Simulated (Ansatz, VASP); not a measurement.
## One calculation of Sn, two programs

INCAR

```
SYSTEM = Sn
ALGO = Fast ; EDIFF = 1E-7
ENCUT = 520 ; GGA = RP
ISIF = 2 ; ISMEAR = -1
LASPH = .True. ; LCHARG = .False.
LREAL = .False. ; LWAVE = .False.
NBANDS = 21 ; NELM = 60
PREC = Accurate ; SIGMA = 0.05
```

Contents of KPOINTS:

```
k-points
0
Gamma
  5 5 5
  0 0 0
```

Contents of POSCAR:

```
Sn
1.0
   -2.9401404553      2.9401404553      1.5993019889
    2.9401404553     -2.9401404553      1.5993019889
    2.9401404553      2.9401404553     -1.5993019889
Sn
2
Direct
    0.0000000000      0.0000000000      0.0000000000
    0.7500000000      0.2500000000      0.5000000000
```

File input.yaml:

```yaml
crystal:
  lattice:
    - [-2.9401404553, 2.9401404553, 1.5993019889]
    - [2.9401404553, -2.9401404553, 1.5993019889]
    - [2.9401404553, 2.9401404553, -1.5993019889]
  atoms:
    - { symbol: Sn, position: [0.0, 0.0, 0.0] }
    - { symbol: Sn, position: [0.75, 0.25, 0.5] }
hamiltonian:
  xc: rpbe
  pseudopotentials: { kind: paw }
kpoints:
  mp_grid: { grid: [5, 5, 5] }
  band_path:
    path:
      - [[0.0, 0.0, 0.0], [0.0, 0.0, 0.5], [-0.5, 0.5, 0.5], [0.0, 0.0, 0.0], [0.3239715651, 0.3239715651, -0.3239715651], [0.25, 0.25, 0.25], [0.0, 0.5, 0.0], [-0.3239715651, 0.6760284349, 0.3239715651], [-0.5, 0.5, 0.5]]
      - [[0.0, 0.0, 0.5], [0.25, 0.25, 0.25]]
    npoints: 14
scf:
  occupations: { method: fermi_dirac, width: 0.05 }
  n_extra_bands: 6
output:
  forces: true
  stress: true
  eigenvalues: true
  fatbands: false
  write_density: true
  write_potential: true
  elf: true
  volumetric_format: npy
```

Alike in both runs: functional RPBE; k mesh 5 × 5 × 5; occupations fermi-dirac, width 0.05 eV; no spin polarisation.

|  | VASP | Ansatz |
| --- | --- | --- |
| version | VASP 6.6.1 | Ansatz 0.2.0 |
| potentials or method | VASP PAW PBE potentials, release 64 (Sn_d) | Ansatz PAW |
| plane-wave cutoff (eV) | 520 | 420 |
| valence electrons in the cell | 28 | 28 |
| task | single point | band structure |

VASP gave:

* gap on the k mesh at the Fermi level (eV): none
* pressure (GPa): 3.2
* largest component of the traceless stress (GPa): 3.54

**Question.** Which values does Ansatz return?

**Answer.** gap on the k mesh at the Fermi level (eV): none; pressure (GPa): 3.3; largest component of the traceless stress (GPa): 3.54.

A gap of «none» marks a metal or a gap that the smearing closes. With one functional, cell and mesh, what is left measures potentials, basis and numerics.

Caveats: the k mesh is coarse (spacing up to 0.45 Å⁻¹), so the values aren't converged; the PAW data sets were made with another functional, which shifts forces and pressure a little (VASP); spin-orbit coupling is left out, which moves the levels of the heavy elements (Ansatz); the PAW data sets come from PBE, with cores solved anew for the run's functional, which leaves a small shift of forces and pressure (Ansatz).
